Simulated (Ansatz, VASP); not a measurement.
## Two plane-wave programs on W

The input INCAR:

```
SYSTEM = W
PREC = Accurate ; ENCUT = 520
EDIFF = 1E-6 ; ISMEAR = -1
SIGMA = 0.05 ; LREAL = .False.
LASPH = .True. ; NELM = 80
ALGO = Normal ; ISIF = 2
LWAVE = .False. ; LCHARG = .False.
GGA = PS ; IVDW = 12
NBANDS = 13
```

The input KPOINTS:

```
Automatic mesh
0
Gamma
  12 12 12
  0 0 0
```

The input POSCAR:

```
W
1.0
   -1.5609593379      1.5609593379      1.5609593379
    1.5609593379     -1.5609593379      1.5609593379
    1.5609593379      1.5609593379     -1.5609593379
W
1
Direct
    0.0000000000      0.0000000000      0.0000000000
```

The input input.yaml:

```yaml
crystal:
  lattice:
    - [-1.5609593379, 1.5609593379, 1.5609593379]
    - [1.5609593379, -1.5609593379, 1.5609593379]
    - [1.5609593379, 1.5609593379, -1.5609593379]
  atoms:
    - { symbol: W, position: [0.0, 0.0, 0.0] }
hamiltonian:
  xc: pbesol
  pseudopotentials: { kind: paw }
  dispersion: d3bj
kpoints:
  mp_grid: { grid: [12, 12, 12] }
scf:
  occupations: { method: fermi_dirac, width: 0.05 }
output:
  forces: true
  stress: true
  eigenvalues: true
  write_density: true
  write_potential: true
  elf: true
  volumetric_format: npy
```

Alike in both runs: task single point; functional PBEsol; dispersion D3(BJ); k mesh 12 × 12 × 12; occupations fermi-dirac, width 0.05 eV; no spin polarisation.

|  | VASP | Ansatz |
| --- | --- | --- |
| version | VASP 6.6.1 | Ansatz 0.2.0 |
| potentials or method | VASP PAW PBE potentials, release 64 (W_sv) | Ansatz PAW |
| plane-wave cutoff (eV) | 520 | 420 |
| valence electrons in the cell | 14 | 14 |

|  | VASP | Ansatz | Ansatz less VASP |
| --- | --- | --- | --- |
| gap on the k mesh at the Fermi level (eV) | none | none | - |
| pressure (GPa) | 3.1 | 2.3 | -0.87 |
| dispersion energy (meV/atom) | -774.9 | -775.2 | -0.26 |

A gap of «none» marks a metal or a gap that the smearing closes.

Caveats: pairwise dispersion overbinds metals, which lowers pressure and volume; the PAW data sets were made with another functional, which shifts forces and pressure a little (VASP); the PAW data sets come from PBE, with cores solved anew for the run's functional, which leaves a small shift of forces and pressure (Ansatz). The runs have no spin-orbit coupling, so splittings on W are missing.
